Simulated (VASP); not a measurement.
CdF2:

```
Cd F
1.0
     0.00000    2.69400    2.69400
     2.69400    0.00000    2.69400
     2.69400    2.69400    0.00000
Cd F
1 2
Direct
  0.00000 0.00000 0.00000
  0.75000 0.75000 0.75000
  0.25000 0.25000 0.25000
```

| Item | Value |
| --- | --- |
| Program | VASP 6.6.1 |
| Task | relaxation of cell and atoms |
| Functional | LDA |
| Potentials or basis | VASP PAW LDA potentials, release 64 (Cd, F) |
| Cutoff | 600 eV |
| k mesh | 8 × 8 × 8 |
| Occupations | gaussian, width 0.02 eV |
| Spin | no spin polarisation |

At the start: pressure -4.9 GPa; volume 13.03 Å³/atom.

Task: Where does the relaxation end?

Result: Over 3 steps the energy falls by 8.8 meV/atom and the volume is 12.48 Å³/atom (-4.2 %); space group Fm-3m (No. 225, to 0.05 Å).

Step by step:
```tsv
step	energy change (eV)	largest force (eV/Å)	pressure (GPa)	volume (Å³)
1	0.0000	0.0000	-4.92	39.10
2	-0.0228	0.0000	2.05	36.88
3	-0.0265	0.0000	0.00	37.45
```

Final structure:
```cif
data_structure
_symmetry_space_group_name_H-M 'P 1'
_symmetry_Int_Tables_number 1
_cell_length_a 3.7556
_cell_length_b 3.7556
_cell_length_c 3.7556
_cell_angle_alpha 60.000
_cell_angle_beta 60.000
_cell_angle_gamma 60.000
_cell_volume 37.45
loop_
_atom_site_label
_atom_site_type_symbol
_atom_site_fract_x
_atom_site_fract_y
_atom_site_fract_z
_atom_site_occupancy
Cd1 Cd 0.00000 0.00000 0.00000 1
F1 F 0.75000 0.75000 0.75000 1
F2 F 0.25000 0.25000 0.25000 1
```
